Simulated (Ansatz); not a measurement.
# B (R-3m) under several functionals

**What was measured.**

From “The Effects of Chemical Bonding at Subatomic Resolution: A Case Study on α-Boron”, 2021, pmc:8303496, for a bulk crystal of B at 90 K: lattice constant a 4.9085 ± 0.0002 Å; lattice constant c 12.5697 ± 0.0005 Å.

Plane-wave DFT in Ansatz with scalar-relativistic PAW potentials. The same structure was relaxed (cell and atoms, symmetry kept) in separate runs at each level. No spin polarisation.

| level | cutoff (eV) | k mesh | V (Å³/atom) | a (Å) | c (Å) | gap (eV) |
| --- | --- | --- | --- | --- | --- | --- |
| PBEsol | 420 | 9×9×9 | 7.151 | 4.876 | 12.500 | 1.35 |
| r2SCAN | 500 | 9×9×9 | 7.224 | 4.899 | 12.514 | 1.63 |
| PBE | 420 | 9×9×9 | 7.243 | 4.899 | 12.546 | 1.46 |

**Question.** Where does PBE+D3(BJ) (420 eV, k mesh 9×9×9) fall?

**Answer.** V (Å³/atom) 7.084, a (Å) 4.861, c (Å) 12.462, gap (eV) 1.39. Its volume is the smallest of the set. The usual order of volumes, PBEsol < PBE, holds here (7.151, 7.243 Å³/atom). As a rule PBEsol, built on the gradient expansion of slowly varying densities, lies between LDA and PBE; PBE's stronger gradient term for exchange weakens bonds. Adding D3 to PBE changes the volume by -2.2 %; the term is attractive, so it pulls cells in. r2SCAN lies 0.3 % under PBE in volume. Each gap belongs to its own cell, so it mixes the functional's effect with that of the volume; gaps are the least found on the k mesh or on a band path.

For PBE: Against the measured lattice constant a of B, 4.9085 Å (90 K; “The Effects of Chemical Bonding at Subatomic Resolution: A Case Study on α-Boron”, 2021, pmc:8303496), the calculated 4.899 Å is off by -0.2 %. 2 values of this kind are on record (4.9085 to 4.9168 Å); this one was drawn at random, those with a stated uncertainty first. Measured lattice constant c of B: 12.5697 Å (90 K; “The Effects of Chemical Bonding at Subatomic Resolution: A Case Study on α-Boron”, 2021, pmc:8303496). This calculation gives 12.546 Å (-0.2 %). 2 values of this kind are on record (12.5697 to 12.5927 Å); this one was drawn at random, those with a stated uncertainty first. The calculations are for 0 K without zero-point motion.

An odd mesh misses points on the zone edge, so a gap read on it can be too wide.